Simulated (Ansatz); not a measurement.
How far is PAW off for SiSe₂?

```xyz
6
Lattice="-2.8800 3.0150 4.8800 2.8800 -3.0150 4.8800 2.8800 3.0150 -4.8800" Properties=species:S:1:pos:R:3 pbc="T T T"
Si    0.0000    0.0000    2.4400
Si    0.0000    0.0000    7.3200
Se    4.5965    0.7296    0.0000
Se   -1.7165    2.2854    4.8800
Se    1.1635    0.7296    4.8800
Se    1.7165    2.2854    0.0000
```

Atoms are numbered in the order listed.

The cell comes from COD entry 7222931, which wasn't checked; take it as a given geometry.

Levels of theory: DFT, PBE, PAW with Ansatz's default frozen-core files, scalar-relativistic (Ansatz 0.2.0); DFT, PBE, all-electron PAW with datasets made for the crystal, scalar-relativistic (Ansatz 0.2.0); DFT, PBE, all-electron LAPW, scalar-relativistic (Ansatz 0.2.0).

For PAW: a Γ-centred 5×5×6 k mesh, Fermi–Dirac smearing of 0.02 eV, cutoff 420 eV, no spin polarisation; this mesh doesn't keep the crystal's whole symmetry, which leaves small spurious terms. The crystal-made all-electron datasets (AE datasets) take a cutoff of 160 eV at this cell. LAPW targets a basis error of 1 meV/atom. The Ansatz runs share mesh, smearing and spin set-up. Plane-wave (PAW) pressures include the program's estimate of the Pulay term.

Stress and pressure are positive in compression.

Levels count from the Fermi level.

```tsv
quantity	PAW	AE datasets	LAPW
pressure (GPa)	-3.59	-3.59	-3.58
stress xx (GPa)	-2.51	-2.52	-2.52
stress yy (GPa)	-3.60	-3.60	-3.60
stress zz (GPa)	-4.65	-4.63	-4.63
force on Si1, z (eV/Å)	0.011	0.011	0.011
force on Se3, x (eV/Å)	0.577	0.578	0.579
highest filled level at X (eV)	-0.104	-0.104	-0.104
lowest empty level at X (eV)	0.074	0.074	0.074
highest filled level at U0 (eV)	-0.439	-0.439	-0.439
lowest empty level at U0 (eV)	0.148	0.148	0.148
highest filled level at F2 (eV)	-0.150	-0.150	-0.150
lowest empty level at F2 (eV)	0.122	0.123	0.123
```

PAW's pressure differs from the LAPW value by about 0.01 GPa or less. Datasets made for the crystal and LAPW share parts of one code, so their agreement isn't an independent check.
